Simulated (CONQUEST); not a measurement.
Crystal: SnO2 (Cassiterite).

```
Sn O
1.0
     3.18650    0.00000    0.00000
     0.00000    4.73800    0.00000
     0.00000    0.00000    4.73800
Sn O
2 4
Direct
  0.50000 0.50000 0.50000
  0.00000 0.00000 0.00000
  0.50000 0.19290 0.19290
  0.00000 0.69290 0.30710
  0.50000 0.80710 0.80710
  0.00000 0.30710 0.69290
```

Base run:

```yaml
Program: CONQUEST 1.3
Functional: PBE
Potentials_or_basis: PseudoDojo NC PBE, DZP, grid cutoff 150 Ha
k_mesh: 8 × 6 × 6
Occupations: fermi-dirac, width 0.05 eV
Spin: no spin polarisation
```

Its results: band gap on the k mesh 1.04 eV, direct; pressure 17.8 GPa; largest force 0.274 eV/Å.

Question: After a change of settings the same cell gave: band gap on the k mesh 0.93 eV, direct; pressure 21.7 GPa; largest force 0.358 eV/Å. Which change was it?
A. potentials or basis from PseudoDojo NC PBE, DZP, grid cutoff 150 Ha to PseudoDojo NC PBE, SZ, grid cutoff 150 Ha
B. potentials or basis from PseudoDojo NC PBE, DZP, grid cutoff 150 Ha to PseudoDojo NC PBE, DZ, grid cutoff 150 Ha
C. potentials or basis from PseudoDojo NC PBE, DZP, grid cutoff 150 Ha to PseudoDojo NC PBE, SZP, grid cutoff 150 Ha

Answer: C.

Caveats: so large a pressure means that the cell lies far from this level's equilibrium, or that cutoff or potentials fall short; spin-orbit coupling is left out, which moves the levels of the heavy elements; the basis of atomic orbitals isn't converged, which shifts pressures, moduli and gaps; the atomic basis is small (some runs).
